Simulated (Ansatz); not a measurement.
**AlAu in Ansatz: the effect of functional**

AlAu:

```xyz
2
Lattice="3.1804 0.0000 0.0000 0.0000 3.1804 0.0000 0.0000 0.0000 3.1804" Properties=species:S:1:pos:R:3 pbc="T T T"
Au    1.5902    1.5902    1.5902
Al    0.0000    0.0000    0.0000
```

The cell comes from a database or a generator and needn't be the stable form of this composition.

The cell isn't the ideal one: volume scaled by 0.96.

Alike in all runs:

| Item | Value |
| --- | --- |
| Program | Ansatz 0.2.0 |
| Task | single point |
| Potentials or basis | Ansatz PAW |
| k mesh | 8 × 8 × 8 |
| Occupations | fermi-dirac, width 0.05 eV |
| Spin | no spin polarisation |

```tsv
functional	cutoff	pressure (GPa)
LDA	420 eV (not typed: the program's choice for these potentials)	?
PBEsol	420 eV (not typed: the program's choice for these potentials)	-0.6
r2SCAN	500 eV (not typed: the program's choice for these potentials)	-0.1
```

Question: What does the run with functional LDA give?

Answer: Pressure -3.7 GPa.

Caveats: the PAW data sets come from PBE, with cores solved anew for the run's functional, which leaves a small shift of forces and pressure.
